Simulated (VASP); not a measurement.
# La (P6_3/mmc) in VASP: reference runs, part 2 of 2

VASP 6.6.1. Earlier steps stand in the parts before.

## Step 3: Single point, PBE (atoms moved at random, drawn with an rms of 0.05 Å)

Contents of INCAR:

```
ALGO = Normal ; EDIFF = 1E-7
ENCUT = 520 ; GGA = PE
ISIF = 2 ; ISMEAR = -1
LASPH = T ; LCHARG = F
LREAL = F ; LWAVE = F
NBANDS = 18 ; NELM = 60
PREC = Accurate ; SIGMA = 0.05
```

Contents of KPOINTS:

```
k-points
0
Gamma
  8 8 5
```

Contents of POSCAR:

```
La
1.0
    3.7500000000      0.0000000000      0.0000000000
   -1.8750000000      3.2475952642      0.0000000000
    0.0000000000      0.0000000000      6.0700000000
La
2
Direct
    0.6607810000      0.3122920000      0.7432630000
    0.3326420000      0.6590090000      0.2516110000
```

Potentials or basis: VASP PAW PBE potentials, release 64 (La).

Run with:

```sh
$ cat potpaw_PBE.64/La/POTCAR > POTCAR
$ mpirun -np 1 vasp_std > vasp.out
```

OUTCAR:

```text
EDIFF = 1E-7
   ENCUT = 520
   GGA = PE
   ISIF = 2
   ISMEAR = -1
   LASPH = T
   LREAL = F
   NELM = 60
   PREC = Accurate

 ion  position               nearest neighbor table
   1  0.661  0.312  0.743-   2 3.66
   2  0.333  0.659  0.252-   1 3.66

  LATTYP: Found a hexagonal cell.
 ALAT       =     3.7500000000
 C/A-ratio  =     1.6186666667

  Lattice vectors:

 A1 = (   3.7500000000,   0.0000000000,   0.0000000000)
 A2 = (  -1.8750000000,   3.2475952642,   0.0000000000)
 A3 = (   0.0000000000,   0.0000000000,   6.0700000000)

Analysis of symmetry for initial positions (statically):
=====================================================================
 Subroutine PRICEL returns:
 Original cell was already a primitive cell.

 Routine SETGRP: Setting up the symmetry group for a
 hexagonal supercell.

 Subroutine GETGRP returns: Found  2 space group operations
 (whereof  1 operations were pure point group operations)
 out of a pool of 24 trial point group operations.

The static configuration has the point symmetry C_1 .
 The point group associated with its full space group is S_2 .

Analysis of symmetry for dynamics (positions and initial velocities):
=====================================================================
 Subroutine PRICEL returns:
 Original cell was already a primitive cell.

 Routine SETGRP: Setting up the symmetry group for a
 hexagonal supercell.

 Subroutine GETGRP returns: Found  2 space group operations
 (whereof  1 operations were pure point group operations)
 out of a pool of 24 trial point group operations.

The dynamic configuration has the point symmetry C_1 .
 The point group associated with its full space group is S_2 .

 Subroutine INISYM returns: Found  2 space group operations
 (whereof  1 operations are pure point group operations),
 and found     1 'primitive' translations

----------------------------------------------------------------------------------------

                                     Primitive cell

  volume of cell :      73.9234

  direct lattice vectors                    reciprocal lattice vectors
     3.750000000  0.000000000  0.000000000     0.266666667  0.153960072  0.000000000
    -1.875000000  3.247595264  0.000000000     0.000000000  0.307920144  0.000000000
     0.000000000  0.000000000  6.070000000     0.000000000  0.000000000  0.164744646

  length of vectors
     3.750000000  3.750000000  6.070000000     0.307920144  0.307920144  0.164744646

  position of ions in fractional coordinates (direct lattice)
     0.660781000  0.312292000  0.743263000
     0.332642000  0.659009000  0.251611000

  ion indices of the primitive-cell ions
   primitive index   ion index
                 1           1
                 2           2

----------------------------------------------------------------------------------------

 KPOINTS: k-points

Automatic generation of k-mesh.
 Grid dimensions read from file:
 generate k-points for:    8    8    5

 Generating k-lattice:

  Cartesian coordinates                     Fractional coordinates (reciprocal lattice)
     0.033333333  0.019245009  0.000000000     0.125000000  0.000000000  0.000000000
     0.000000000  0.038490018  0.000000000     0.000000000  0.125000000  0.000000000
     0.000000000  0.000000000  0.032948929     0.000000000  0.000000000  0.200000000

  Length of vectors
     0.038490018  0.038490018  0.032948929

  Shift w.r.t. Gamma in fractional coordinates (k-lattice)
     0.000000000  0.000000000  0.000000000

 Subroutine IBZKPT returns following result:
 ===========================================

 Found    162 irreducible k-points:

 Following reciprocal coordinates:
            Coordinates               Weight
  0.000000  0.000000  0.000000      1.000000
  0.125000  0.000000  0.000000      2.000000
  0.000000  0.125000  0.000000      2.000000
 -0.125000  0.125000  0.000000      2.000000
  0.250000  0.000000  0.000000      2.000000
  0.000000  0.250000  0.000000      2.000000
[... 42 lines left out ...]
  0.000000  0.375000  0.200000      2.000000
 -0.375000  0.375000  0.200000      2.000000
 [... further k-points ...]
   k-points           NKPTS =    162   k-points in BZ     NKDIM =    162   number of bands    NBANDS=     18
   number of dos      NEDOS =    301   number of ions     NIONS =      2
   total plane-waves  NPLWV =  37632
   dimension x,y,z NGX =    28 NGY =   28 NGZ =   48
   dimension x,y,z NGXF=    56 NGYF=   56 NGZF=   96
   ions per type =               2
   NGX,Y,Z   is equivalent  to a cutoff of  12.41, 12.41, 13.15 a.u.
   NGXF,Y,Z  is equivalent  to a cutoff of  24.83, 24.83, 26.29 a.u.
 SYSTEM =  unknown system
   PREC   = accura    normal or accurate (medium, high low for compatibility)
   ISTART =      0    job   : 0-new  1-cont  2-samecut
   ICHARG =      2    charge: 1-file 2-atom 10-const
   ISPIN  =      1    spin polarized calculation?
   LNONCOLLINEAR =      F non collinear calculations
   LSORBIT =      F    spin-orbit coupling
   LASPH  =      T    aspherical Exc in radial PAW
   ENCUT  =  520.0 eV  38.22 Ry    6.18 a.u.   6.97  6.97 11.29*2*pi/ulx,y,z
   NELM   =     60;   NELMIN=  2; NELMDL= -5     # of ELM steps
   EDIFF  = 0.1E-06   stopping-criterion for ELM
   LREAL  =      F    real-space projection
   EDIFFG = 0.1E-05   stopping-criterion for IOM
   NSW    =      0    number of steps for IOM
   IBRION =     -1    ionic relax: 0-MD 1-quasi-New 2-CG
   NFREE  =      0    steps in history (QN), initial steepest desc. (CG)
   ISIF   =      2    stress and relaxation
   ISYM   =      2    0-nonsym 1-usesym 2-fastsym
   POTIM  = 0.5000    time-step for ionic-motion
   TEBEG  =    0.0;   TEEND  =   0.0 temperature during run
   PSTRESS=    0.0 pullay stress
   NELECT =      22.0000    total number of electrons
   NUPDOWN=      -1.0000    fix difference up-down
   EMIN   =  10.00;   EMAX   =-10.00  energy-range for DOS
   EFERMI =   0.00;   METHOD = LEGACY
   ISMEAR =    -1;   SIGMA  =   0.05  broadening in eV -4-tet -1-fermi 0-gaus
   EFERMI_NEDOS =   21; number of points for ismear=-14 and -15
   IALGO  =     38    algorithm
   IMIX   =      4    mixing-type and parameters
     AMIX     =   0.40;   BMIX     =  1.00
     AMIX_MAG =   1.60;   BMIX_MAG =  1.00
  volume/ion in A,a.u.               =      36.96       249.43
  Fermi-wavevector in a.u.,A,eV,Ry     =   1.093004  2.065478 16.254307  1.194658
  Thomas-Fermi vector in A             =   2.229281
   LORBIT       =      0    0 simple, 1 ext, 2 COOP (PROOUT), +10 PAW based schemes
   GGA     = PE    functional components
   LHFCALC =     F    Hartree Fock is set to
   AEXX    =    0.0000 exact exchange contribution
   IVDW    =     0    specifies the selected vdW correction
   LEPSILON=     F    determine dielectric tensor
   LRPA    =     F    only Hartree local field effects (RPA)
 non-spin polarized calculation
  energy-cutoff  :      520.00
  volume of cell :       73.92
 maximum number of plane-waves:      2008
   NGX = 13   NGY = 13   NGZ = 23

 number of electron      21.9999999 magnetization

 Free energy of the ion-electron system (eV)
  ---------------------------------------------------
  ext. energy  EPLUGINS =         0.00000000
  ---------------------------------------------------
  free energy    TOTEN  =        -9.71061659 eV

  energy without entropy =       -9.67455194  energy(sigma->0) =       -9.69258426

 E-fermi :   7.9003     XC(G=0):  -9.5806

 val. band max:        7.8903357917   @ k =   0.0000  -0.3750   0.4000
 cond. band min:       7.9003604946   @ k =  -0.2500  -0.3750   0.2000
 fundamental gap:      0.0100247029
 Fermi energy:         7.9002721702

 k-point     1 :       0.0000    0.0000    0.0000
  band No.  band energies     occupation
      1     -24.9555      2.00000
      2     -24.7477      2.00000
      3      -9.3506      2.00000
      4      -8.1458      2.00000
      5      -8.1291      2.00000
      6      -7.9559      2.00000
[... 10 lines left out ...]
     17       9.5829      0.00000
     18       9.6649      0.00000
[... 799 lines left out ...]
 k-point    40 :       0.0000   -0.1250    0.2000
  band No.  band energies     occupation
      1     -24.9124      2.00000
      2     -24.7549      2.00000
      3      -9.1793      2.00000
      4      -8.2818      2.00000
      5      -8.2220      2.00000
      6      -8.1638      2.00000
[... 10 lines left out ...]
     17       9.6823      0.00000
     18       9.7187      0.00000

 [... further k-points ...]

------------------------ aborting loop because EDIFF is reached ----------------------------------------

  FORCE on cell =-STRESS in cart. coord.  units (eV):
  Direction    XX          YY          ZZ          XY          YZ          ZX
  --------------------------------------------------------------------------------------
  -------------------------------------------------------------------------------------
  Total        0.3634449      0.4295574      0.2548282      0.0041991      0.0090606     -0.0010790
  in kB        7.8771167      9.3100054      5.5230147      0.0910100      0.1963750     -0.0233865
  external PRESSURE =       7.5700456 kB  Pullay stress =       0.0000000 kB

 VOLUME and BASIS-vectors are now :
 -----------------------------------------------------------------------------
  energy-cutoff  :      520.00
  volume of cell :       73.92
      direct lattice vectors                 reciprocal lattice vectors
     3.750000000  0.000000000  0.000000000     0.266666667  0.153960072  0.000000000
    -1.875000000  3.247595264  0.000000000     0.000000000  0.307920144  0.000000000
     0.000000000  0.000000000  6.070000000     0.000000000  0.000000000  0.164744646

 POSITION                                       TOTAL-FORCE (eV/Angst)
 -----------------------------------------------------------------------------------
      1.89238      1.01420      4.51161        -0.000616      0.000381      0.076436
      0.01177      2.14019      1.52728         0.000616     -0.000381     -0.076436
 -----------------------------------------------------------------------------------
    total drift:                                0.000039      0.000008     -0.000048

  FREE ENERGIE OF THE ION-ELECTRON SYSTEM (eV)
  ---------------------------------------------------
  free  energy   TOTEN  =        -9.7106165888 eV

  energy  without entropy=       -9.6745519355  energy(sigma->0) =       -9.69258426
```

stdout:

```text
POSCAR found type information on POSCAR La
 POSCAR found :  1 types and       2 ions
 scaLAPACK will be used
 LDA part: xc-table for (Slater+PW92), standard interpolation
 POSCAR, INCAR and KPOINTS ok, starting setup
 FFT: planning ... GRIDC
 FFT: planning ... GRID_SOFT
 FFT: planning ... GRID
 WAVECAR not read
 entering main loop
```

It took 8.2 min on 1 thread of AMD EPYC 7R43 (Zen 3), shared host; peak memory 0.31 GiB.

What came out:

```yaml
Free_energy: -9.7106 eV
Pressure: 0.8 GPa
Largest_force: 0.076 eV/Å
Band_gap_on_the_k_mesh: none (metal or under the smearing width)
```

Forces on the atoms (eV/Å):
```
La  -0.001  0.000  0.076
La   0.001  0.000 -0.076
```

Spin-orbit coupling is left out, which matters for the levels of La.
